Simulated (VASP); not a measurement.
**NaCl: single point with LDA**

NaCl:

```
Na Cl
1.0
     3.89909    0.00000    0.00000
     0.00000    3.89909    0.00000
     0.00000    0.00000    5.40490
Na Cl
2 2
Direct
  0.00000 0.00000 0.00000
  0.50000 0.50000 0.50000
  0.50000 0.50000 0.00000
  0.00000 0.00000 0.50000
```

The cell was built by a generator and isn't the measured one.

```
Program             : VASP 6.6.1
Task                : single point
Functional          : LDA
Potentials or basis : VASP PAW LDA potentials, release 64 (Na_pv, Cl)
Cutoff              : 520 eV
k mesh              : 6 × 6 × 4
Occupations         : gaussian, width 0.02 eV
Spin                : no spin polarisation
```

```json
{"Pressure": "-0.2 GPa", "Band gap on the k mesh": "5.05 eV"}
```

Stress tensor (GPa, compression positive):
```
-0.56  0.00  0.00
 0.00 -0.56  0.00
 0.00  0.00  0.60
```

Levels at points of the mesh, in eV from the valence-band top:
| k point | band 12 | band 13 | band 14 | band 15 | band 16 | band 17 |
| --- | --- | --- | --- | --- | --- | --- |
| (0.00, 0.00, 0.00) | -0.02 | 0.00 | 0.00 | 5.05 | 7.41 | 7.59 |
| (0.50, 0.00, 0.00) | -0.97 | -0.35 | -0.35 | 8.22 | 8.22 | 9.63 |
| (0.50, 0.50, 0.00) | -0.74 | -0.67 | -0.67 | 7.42 | 7.42 | 7.67 |
| (0.00, 0.00, 0.50) | -0.41 | -0.41 | -0.41 | 7.18 | 7.18 | 8.75 |
| (0.50, 0.00, 0.50) | -0.35 | -0.32 | -0.32 | 7.04 | 7.04 | 10.77 |
| (0.50, 0.50, 0.50) | -1.42 | -0.96 | -0.96 | 8.89 | 8.89 | 9.62 |

Wall time 20 s on 1 thread of Intel(R) Xeon(R) 6975P-C (Granite Rapids), on a shared host, peak memory 0.17 GiB.

LDA gaps usually lie below the measured ones, often by a third to a half.
